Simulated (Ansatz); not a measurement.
`[F][SnH2][C](F)(F)F` + H₂S → `[F][SnH2][SH]` + `FC(F)F`  (ligand exchange at the Sn–C bond)

Calculated with Ansatz (gas phase, PBE0-D4/def2-TZVP geometries, no zero-point term in ΔE). CBS: MP2 limit from def2 TZ/QZ plus the TZ coupled-cluster correction, frozen cores. This one scheme is used for every species. DFT in def2-TZVPP. B3LYP here is the variant with VWN-RPA as its local correlation; programs differ in this. Elements past krypton have def2 core potentials. For Sn outer-core shells are correlated without core-valence functions, which leaves a few kJ/mol of doubt a bond. Each species was taken in one conformer, which may not be the lowest.

`[F][SnH2][C](F)(F)F`:

```xyz
8

F    -0.814   -2.192   -0.263
Sn   -0.557   -0.383   -0.843
C     0.583    0.522    0.809
F    -0.089    0.495    1.967
F     0.851    1.814    0.537
F     1.756   -0.088    1.013
H    -2.106    0.299   -0.964
H     0.377   -0.467   -2.257
```

H₂S:

```xyz
3

S    -0.217    0.406   -0.414
H    -0.138   -0.932   -0.379
H     0.355    0.526    0.793
```

`[F][SnH2][SH]`:

Z-matrix (Å, degrees):
```
Sn
S 1 2.380
F 1 1.924 2 107.4
H 1 1.696 2 109.0 3 -113.5
H 1 1.699 2 112.1 3 113.4
H 2 1.344 1 93.3 3 -79.4
```

`FC(F)F`:

```xyz
5

F     0.604    0.512   -1.046
C    -0.058   -0.008   -0.014
F     0.514   -1.165    0.315
F     0.047    0.824    1.019
H    -1.108   -0.163   -0.274
```

Is it downhill or uphill in electronic energy at CCSD(T)/CBS, and by how much? (Estimate.)

Ansatz gave: Downhill: ΔE = -28.7 kcal/mol.

What do these levels give: B97M-V, r2SCANh-D4, PBE0, B3LYP, r2SCANh, LC-ωPBE, HF/def2-TZVPP, SCS-MP2/def2-TZVPP, CCSD(T)/def2-TZVPP, HF/def2-QZVPP, MP2/def2-QZVPP, CCSD/CBS(def2)? (Estimate.)

Computed: B97M-V -28.4, r2SCANh-D4 -28.4, PBE0 -28.8, B3LYP -27.6, r2SCANh -28.5, LC-ωPBE -27.5, HF/def2-TZVPP -32.7, SCS-MP2/def2-TZVPP -29.4, CCSD(T)/def2-TZVPP -28.1, HF/def2-QZVPP -32.8, MP2/def2-QZVPP -30.3, CCSD/CBS(def2) -29.1 kcal/mol.

Largest T1 diagnostic among the species: 0.014.

Leaving LDA and LC-ωPBE aside and taking each functional with its dispersion term where it has one, the values, not all of them listed here, spread over 5.2 kcal/mol, from PBE-QIDH to BLYP-D4. From r2SCAN to r2SCAN0 (25 % exact exchange), in def2-TZVPP and without D4, ΔE moves by −1.8 kcal/mol.
